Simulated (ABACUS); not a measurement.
# KTaO3 (Pm-3m) in ABACUS: equation of state

How stiff is KTaO3 in PBEsol, and what volume does it want? The cell is scaled to several volumes.

All numbers are computed with ABACUS 3.10.1; they aren't measurements. Logs are shortened: lines on timing, memory, paths and dates and some standing lists are left out, and cuts for length are marked.

**1. The crystal as given**

The structure is cubic, space group Pm-3m (No. 221). The conventional cell has a = 3.988 Å, b = 3.988 Å, c = 3.988 Å, α = 90.00°, β = 90.00°, γ = 90.00°. Ta (site symmetry m-3m) has 6 O at 1.99 Å as nearest neighbours. K (site symmetry m-3m) is surrounded by 12 O at 2.82 Å. O (site symmetry 4/mmm) is surrounded by 2 Ta at 1.99 Å.

**2. Equation of state, PBEsol, 11.93 Å³/atom (volume scaled by 0.94)**

INPUT

```
INPUT_PARAMETERS
suffix              KTaO3
calculation         scf
basis_type          pw
pseudo_dir          ./
symmetry            1
dft_functional      pbesol
ecutwfc             84
pseudo_rcut         7
nspin               1
nbands              24
ks_solver           dav
smearing_method     fd
smearing_sigma      0.00367493
scf_thr             1e-08
scf_nmax            100
mixing_type         broyden
mixing_beta         0.7
cal_force           1
cal_stress          1
kpar                4
```

STRU

```
ATOMIC_SPECIES
Ta 180.9479 Ta.upf
K 39.0983 K.upf
O 15.9990 O.upf

LATTICE_CONSTANT
1.8897261246

LATTICE_VECTORS
3.9068832774 0.0000000000 0.0000000000
0.0000000000 3.9068832774 0.0000000000
0.0000000000 0.0000000000 3.9068832774

ATOMIC_POSITIONS
Direct

Ta
0.0
1
0.0000000000 0.0000000000 0.0000000000 1 1 1

K
0.0
1
0.5000000000 0.5000000000 0.5000000000 1 1 1

O
0.0
3
0.0000000000 0.0000000000 0.5000000000 1 1 1
0.0000000000 0.5000000000 0.0000000000 1 1 1
0.5000000000 0.0000000000 0.0000000000 1 1 1
```

KPT

```
K_POINTS
0
Gamma
7 7 7 0 0 0
```

Potentials or basis: PseudoDojo NC SR 0.4.1 PBEsol standard, plane waves.

Command:

```console
$ OMP_NUM_THREADS=1 mpirun -np 4 abacus > log
```

running log:

```text
ABACUS v3.10.1

               Atomic-orbital Based Ab-initio Computation at UStc

 ------------------------------------------------------------------------------------

 READING GENERAL INFORMATION
                           global_out_dir = OUT.KTaO3/
                           global_in_card = INPUT
                               pseudo_dir = ./
                              orbital_dir =
                                    DSIZE = 4
                                    GSIZE = 1

 READING UNITCELL INFORMATION
                                    ntype = 3
                  lattice constant (Bohr) = 1.88973
              lattice constant (Angstrom) = 1

 READING ATOM TYPE 1
                               atom label = Ta
                      L=0, number of zeta = 1
                      L=1, number of zeta = 1
                      L=2, number of zeta = 1
             number of atom for this type = 1

 READING ATOM TYPE 2
                               atom label = K
                      L=0, number of zeta = 1
                      L=1, number of zeta = 1
                      L=2, number of zeta = 1
             number of atom for this type = 1

 READING ATOM TYPE 3
                               atom label = O
                      L=0, number of zeta = 1
                      L=1, number of zeta = 1
                      L=2, number of zeta = 1
             number of atom for this type = 3

                        TOTAL ATOM NUMBER = 5
DIRECT COORDINATES
    atom                   x                   y                   z     mag                  vx                  vy                  vz
taud_Ta1            0.0000000000        0.0000000000        0.0000000000  0.0000        0.0000000000        0.0000000000        0.0000000000
taud_K1            0.5000000000        0.5000000000        0.5000000000  0.0000        0.0000000000        0.0000000000        0.0000000000
taud_O1            0.0000000000        0.0000000000        0.5000000000  0.0000        0.0000000000        0.0000000000        0.0000000000
taud_O2            0.0000000000        0.5000000000        0.0000000000  0.0000        0.0000000000        0.0000000000        0.0000000000
taud_O3            0.5000000000        0.0000000000        0.0000000000  0.0000        0.0000000000        0.0000000000        0.0000000000

                          Volume (Bohr^3) = 402.428
                             Volume (A^3) = 59.6336

 Lattice vectors: (Cartesian coordinate: in unit of a_0)
             +3.90688                  +0                  +0
                   +0            +3.90688                  +0
                   +0                  +0            +3.90688
 Reciprocal vectors: (Cartesian coordinate: in unit of 2 pi/a_0)
            +0.255959                  -0                  +0
                   -0           +0.255959                  -0
                   +0                  -0           +0.255959
 The esolver type has been set to : ksdft_pw

                PAO radial cut off (Bohr) = 7

 Read in pseudopotential file is Ta.upf
                     pseudopotential type = NC
          exchange-correlation functional = PBESOL
                 nonlocal core correction = 1
                        valence electrons = 13
                                     lmax = 3
                           number of zeta = 4
                     number of projectors = 8
                           L of projector = 0
                           L of projector = 0
                           L of projector = 1
                           L of projector = 1
                           L of projector = 2
                           L of projector = 2
                           L of projector = 3
                           L of projector = 3
                PAO radial cut off (Bohr) = 7

 Read in pseudopotential file is K.upf
                     pseudopotential type = NC
          exchange-correlation functional = PBESOL
                 nonlocal core correction = 1
                        valence electrons = 9
                                     lmax = 2
                           number of zeta = 3
                     number of projectors = 6
                           L of projector = 0
[... 5 lines left out ...]
                PAO radial cut off (Bohr) = 7

 Read in pseudopotential file is O.upf
                     pseudopotential type = NC
          exchange-correlation functional = PBESOL
                 nonlocal core correction = 1
                        valence electrons = 6
                                     lmax = 2
                           number of zeta = 2
                     number of projectors = 5
                           L of projector = 0
                           L of projector = 0
                           L of projector = 1
                           L of projector = 1
                           L of projector = 2
     initial pseudo atomic orbital number = 27

 SETUP THE ELECTRONS NUMBER
            electron number of element Ta = 13
      total electron number of element Ta = 13
             electron number of element K = 9
       total electron number of element K = 9
             electron number of element O = 6
       total electron number of element O = 18
            AUTOSET number of electrons:  = 40
                           occupied bands = 20
                                   NBANDS = 24
                                   NLOCAL = 45

[... 76 lines left out ...]
                     BRAVAIS LATTICE NAME = 01. Cubic P (simple)
                                    ibrav = 1
                       right hand lattice = 1
                        ROTATION MATRICES = 48
                               nkstot_ibz = 20
K-POINTS REDUCTION ACCORDING TO SYMMETRY
     IBZ    DIRECT_X    DIRECT_Y    DIRECT_Z  WEIGHT  ibz2bz
       1  0.00000000  0.00000000  0.00000000  0.0029       0
       2  0.14285714  0.00000000  0.00000000  0.0175       1
       3  0.28571429  0.00000000  0.00000000  0.0175       2
       4  0.42857143  0.00000000  0.00000000  0.0175       3
       5  0.14285714  0.14285714  0.00000000  0.0350       8
       6  0.28571429  0.14285714  0.00000000  0.0700       9
[... 12 lines left out ...]
      19  0.42857143  0.28571429  0.42857143  0.0700     122
      20  0.42857143  0.42857143  0.42857143  0.0233     171

                               nkstot now = 20
[... K-POINTS DIRECT COORDINATES: 20 rows ...]

           k-point number in this process = 5
       minimum distributed K point number = 5
[... stars of the k points ...]

[... K-POINTS CARTESIAN COORDINATES: 5 rows ...]

[... K-POINTS DIRECT COORDINATES: 5 rows ...]

 SETUP PLANE WAVES FOR WAVE FUNCTIONS
     energy cutoff for wavefunc (unit:Ry) = 84
              fft grid for wave functions = [ 45, 45, 45 ]
                    number of plane waves = 5887
                         number of sticks = 401

 PARALLEL PW FOR WAVE FUNCTIONS
     PROC   COLUMNS(POT)             PW
        1            401           5887
 --------------- sum -------------------
        1            401           5887

 SETUP NONLOCAL PSEUDOPOTENTIALS IN PLANE WAVE BASIS
 Ta non-local projectors:
 projector 1 L=0
 projector 2 L=0
 projector 3 L=1
 projector 4 L=1
 projector 5 L=2
 projector 6 L=2
 projector 7 L=3
 projector 8 L=3
 K non-local projectors:
 projector 1 L=0
 projector 2 L=0
 projector 3 L=1
 projector 4 L=1
 projector 5 L=2
 projector 6 L=2
 O non-local projectors:
 projector 1 L=0
 projector 2 L=0
 projector 3 L=1
 projector 4 L=1
 projector 5 L=2
      TOTAL NUMBER OF NONLOCAL PROJECTORS = 89

 Init Non-Local PseudoPotential table :
 Init Non-Local-Pseudopotential done.

                                     npwx = 5225

 Make real space PAO into reciprocal space.
       max mesh points in Pseudopotential = 701
     dq(describe PAO in reciprocal space) = 0.01
                                    max q = 1104

 number of pseudo atomic orbitals for Ta is 4
WARNING: norm of atomic wavefunction # 3 of atomic type Ta is 0.998532, renormalized
WARNING: norm of atomic wavefunction # 4 of atomic type Ta is 0.995326, renormalized

 number of pseudo atomic orbitals for K is 3
WARNING: norm of atomic wavefunction # 2 of atomic type K is 0.999999, renormalized
WARNING: norm of atomic wavefunction # 3 of atomic type K is 0.923301, renormalized

 number of pseudo atomic orbitals for O is 2
WARNING: norm of atomic wavefunction # 2 of atomic type O is 0.999978, renormalized

 -------------------------------------------
 SELF-CONSISTENT
 -------------------------------------------
                                 init_chg = atomic

 PW ALGORITHM --------------- ION=   1  ELEC=   1--------------------------------

 Density error is 1.56539584379
                          Error Threshold = 0.01
----------------------------------------------------------
     Energy           Rydberg                 eV
----------------------------------------------------------
 E_KohnSham     -288.8984384610      -3930.6649063717
 E_Harris       -285.7856381445      -3888.3130853315
 E_Fermi        0.9138369106         12.4333890276
----------------------------------------------------------
[... 87 lines left out ...]
 Density error is 1.50645623404e-09
                          Error Threshold = 1.24676682688e-10
----------------------------------------------------------
     Energy           Rydberg                 eV
----------------------------------------------------------
 E_KohnSham     -289.5821652744      -3939.9674869098
 E_KS(sigma->0) -289.5821652744      -3939.9674869098
 E_Harris       -289.5823608661      -3939.9701480712
 E_band         -16.2958816021       -221.7168437221
 E_one_elec     -65.6646720625       -893.4136973515
 E_Hartree      54.9141060445        747.1447427819
 E_xc           -67.1457954381       -913.5654147008
 E_Ewald        -211.6858038183      -2880.1331176393
 E_entropy(-TS) -0.0000000000        -0.0000000000
 E_descf        0.0000000000         0.0000000000
 E_exx          0.0000000000         0.0000000000
 E_Fermi        0.7843040225         10.6710036706
----------------------------------------------------------

 charge density convergence is achieved
 final etot is -3939.9674869 eV
 EFERMI = 10.671003671 eV

 STATE ENERGY(eV) AND OCCUPATIONS    NSPIN == 1
 1/5 kpoint (Cartesian) = 0.0000 0.0000 0.0000 (5185 pws)
       1       -57.6068     0.00583090
       2       -24.2240     0.00583090
       3       -24.2240     0.00583090
       4       -24.2240     0.00583090
       5       -17.5507     0.00583090
       6       -8.12020     0.00583090
[... 120 lines left out ...]
      23        12.9098    2.50431e-21
      24        17.1331    5.20188e-58

------------------------------------------------------------------------------------------
 TOTAL-FORCE (eV/Angstrom)
------------------------------------------------------------------------------------------
                       Ta1         0.0000000000         0.0000000000         0.0000000000
                        K1         0.0000000000         0.0000000000         0.0000000000
                        O1         0.0000000000         0.0000000000         0.0000000000
                        O2         0.0000000000         0.0000000000         0.0000000000
                        O3         0.0000000000         0.0000000000         0.0000000000
------------------------------------------------------------------------------------------

----------------------------------------------------------------
 TOTAL-STRESS (KBAR)
----------------------------------------------------------------
       121.9696605875         0.0000000000         0.0000000000
         0.0000000000       121.9696605875         0.0000000000
         0.0000000000         0.0000000000       121.9696605875
----------------------------------------------------------------
 TOTAL-PRESSURE: 121.969661 KBAR

 --------------------------------------------
 !FINAL_ETOT_IS -3939.9674869098062118 eV
 --------------------------------------------
```

Run time: 5.7 s. Hardware: 4 MPI ranks of AMD EPYC 9R45 (Zen 5), shared host; peak memory 0.52 GiB.

What came out:

| Quantity | Value |
| --- | --- |
| Free energy | -3939.9675 eV |
| Pressure | 12.2 GPa |
| Band gap on the k mesh | 2.34 eV, indirect (least direct gap 2.88 eV) |

Caveat: there are fewer bands than atomic start orbitals, so a level may be missed at k points of high symmetry; spin-orbit coupling is left out, which moves the levels of the heavy elements; an odd mesh through Γ misses points on the zone boundary, where band edges often lie.

**3. Equation of state, PBEsol, 12.18 Å³/atom (volume scaled by 0.96)**

INPUT is that of step 2.

STRU, as its differences from that of step 2:

```diff
@@ -9,5 +9,5 @@
 LATTICE_VECTORS
-3.9068832774 0.0000000000 0.0000000000
-0.0000000000 3.9068832774 0.0000000000
-0.0000000000 0.0000000000 3.9068832774
+3.9343974464 0.0000000000 0.0000000000
+0.0000000000 3.9343974464 0.0000000000
+0.0000000000 0.0000000000 3.9343974464
```

KPT is that of step 2.

Potentials or basis: PseudoDojo NC SR 0.4.1 PBEsol standard, plane waves.

Command:

```console
$ OMP_NUM_THREADS=1 mpirun -np 4 abacus > log
```

Wall time 6 s (4 MPI ranks of AMD EPYC 9R45 (Zen 5), shared host); peak memory 0.56 GiB.

The run converged. Its results:

- Free energy: -3940.0436 eV
- Pressure: 7.0 GPa
- Band gap on the k mesh: 2.30 eV, indirect (least direct gap 2.85 eV)

Caveat: there are fewer bands than atomic start orbitals, so a level may be missed at k points of high symmetry; spin-orbit coupling is left out, which moves the levels of the heavy elements; an odd mesh through Γ misses points on the zone boundary, where band edges often lie.

**4. Equation of state, PBEsol, 12.43 Å³/atom (volume scaled by 0.98)**

INPUT is that of step 3.

STRU, as its differences from that of step 3:

```diff
@@ -9,5 +9,5 @@
 LATTICE_VECTORS
-3.9343974464 0.0000000000 0.0000000000
-0.0000000000 3.9343974464 0.0000000000
-0.0000000000 0.0000000000 3.9343974464
+3.9615320794 0.0000000000 0.0000000000
+0.0000000000 3.9615320794 0.0000000000
+0.0000000000 0.0000000000 3.9615320794
```

KPT is that of step 3.

Command:

```console
$ OMP_NUM_THREADS=1 mpirun -np 4 abacus > log
```

Run time: 6.1 s. Hardware: 4 MPI ranks of AMD EPYC 9R45 (Zen 5), shared host; peak memory 0.56 GiB.

The run converged. Its results:

```yaml
Free_energy: -3940.0811 eV
Pressure: 2.4 GPa
Band_gap_on_the_k_mesh: 2.25 eV, indirect (least direct gap 2.82 eV)
```

Caveat: there are fewer bands than atomic start orbitals, so a level may be missed at k points of high symmetry; spin-orbit coupling is left out, which moves the levels of the heavy elements; an odd mesh through Γ misses points on the zone boundary, where band edges often lie.

**5. Equation of state, PBEsol, 12.69 Å³/atom**

INPUT is that of step 4.

STRU, as its differences from that of step 4:

```diff
@@ -9,5 +9,5 @@
 LATTICE_VECTORS
-3.9615320794 0.0000000000 0.0000000000
-0.0000000000 3.9615320794 0.0000000000
-0.0000000000 0.0000000000 3.9615320794
+3.9883000000 0.0000000000 0.0000000000
+0.0000000000 3.9883000000 0.0000000000
+0.0000000000 0.0000000000 3.9883000000
```

KPT is that of step 4.

Command:

```console
$ OMP_NUM_THREADS=1 mpirun -np 4 abacus > log
```

Run time: 6.1 s. Hardware: 4 MPI ranks of AMD EPYC 9R45 (Zen 5), shared host; peak memory 0.52 GiB.

The run converged. Its results:

```
Free energy            : -3940.0840 eV
Pressure               : -1.7 GPa
Band gap on the k mesh : 2.21 eV, indirect (least direct gap 2.79 eV)
```

Caveat: there are fewer bands than atomic start orbitals, so a level may be missed at k points of high symmetry; spin-orbit coupling is left out, which moves the levels of the heavy elements; an odd mesh through Γ misses points on the zone boundary, where band edges often lie.

**6. Equation of state, PBEsol, 12.94 Å³/atom (volume scaled by 1.02)**

INPUT is that of step 5.

STRU, as its differences from that of step 5:

```diff
@@ -9,5 +9,5 @@
 LATTICE_VECTORS
-3.9883000000 0.0000000000 0.0000000000
-0.0000000000 3.9883000000 0.0000000000
-0.0000000000 0.0000000000 3.9883000000
+4.0147133525 0.0000000000 0.0000000000
+0.0000000000 4.0147133525 0.0000000000
+0.0000000000 0.0000000000 4.0147133525
```

KPT is that of step 5.

Potentials or basis: PseudoDojo NC SR 0.4.1 PBEsol standard, plane waves.

Command:

```console
$ OMP_NUM_THREADS=1 mpirun -np 4 abacus > log
```

It took 6.1 s on 4 MPI ranks of AMD EPYC 9R45 (Zen 5), shared host; peak memory 0.56 GiB.

Results (log left out):

| Quantity | Value |
| --- | --- |
| Free energy | -3940.0559 eV |
| Pressure | -5.4 GPa |
| Band gap on the k mesh | 2.16 eV, indirect (least direct gap 2.75 eV) |

Caveat: there are fewer bands than atomic start orbitals, so a level may be missed at k points of high symmetry; spin-orbit coupling is left out, which moves the levels of the heavy elements; an odd mesh through Γ misses points on the zone boundary, where band edges often lie.

**7. Equation of state, PBEsol, 13.20 Å³/atom (volume scaled by 1.04)**

INPUT is that of step 6.

STRU, as its differences from that of step 6:

```diff
@@ -9,5 +9,5 @@
 LATTICE_VECTORS
-4.0147133525 0.0000000000 0.0000000000
-0.0000000000 4.0147133525 0.0000000000
-0.0000000000 0.0000000000 4.0147133525
+4.0407836503 0.0000000000 0.0000000000
+0.0000000000 4.0407836503 0.0000000000
+0.0000000000 0.0000000000 4.0407836503
```

KPT is that of step 6.

Command:

```console
$ OMP_NUM_THREADS=1 mpirun -np 4 abacus > log
```

It took 5.8 s on 4 MPI ranks of AMD EPYC 9R45 (Zen 5), shared host; peak memory 0.56 GiB.

It converged, with:

* Free energy: -3940.0000 eV
* Pressure: -8.7 GPa
* Band gap on the k mesh: 2.12 eV, indirect (least direct gap 2.71 eV)

Caveat: there are fewer bands than atomic start orbitals, so a level may be missed at k points of high symmetry; spin-orbit coupling is left out, which moves the levels of the heavy elements; an odd mesh through Γ misses points on the zone boundary, where band edges often lie.

**8. Equation of state, PBEsol, 13.45 Å³/atom (volume scaled by 1.06)**

INPUT is that of step 7.

STRU, as its differences from that of step 7:

```diff
@@ -9,5 +9,5 @@
 LATTICE_VECTORS
-4.0407836503 0.0000000000 0.0000000000
-0.0000000000 4.0407836503 0.0000000000
-0.0000000000 0.0000000000 4.0407836503
+4.0665218197 0.0000000000 0.0000000000
+0.0000000000 4.0665218197 0.0000000000
+0.0000000000 0.0000000000 4.0665218197
```

KPT is that of step 7.

Command:

```console
$ OMP_NUM_THREADS=1 mpirun -np 4 abacus > log
```

It took 6 s on 4 MPI ranks of AMD EPYC 9R45 (Zen 5), shared host; peak memory 0.56 GiB.

It converged, with:

```
Free energy            : -3939.9193 eV
Pressure               : -11.7 GPa
Band gap on the k mesh : 2.07 eV, indirect (least direct gap 2.67 eV)
```

Caveat: there are fewer bands than atomic start orbitals, so a level may be missed at k points of high symmetry; spin-orbit coupling is left out, which moves the levels of the heavy elements; an odd mesh through Γ misses points on the zone boundary, where band edges often lie.

**9. Equation of state, PBEsol**

Potentials or basis: PseudoDojo NC SR 0.4.1 PBEsol standard, plane waves.

No new run: the results of the series are fitted here.

Results:

- Equilibrium volume: 12.58 Å³/atom
- Bulk modulus: 203 GPa
- Pressure derivative of the bulk modulus: 4.5

Energy against volume, from the lowest point:
| volume (Å³/atom) | energy (meV/atom) |
| --- | --- |
| 11.927 | 23.30 |
| 12.180 | 8.08 |
| 12.434 | 0.58 |
| 12.688 | 0.00 |
| 12.942 | 5.62 |
| 13.196 | 16.80 |
| 13.449 | 32.94 |

Spin-orbit coupling is left out, which matters for the levels of Ta.
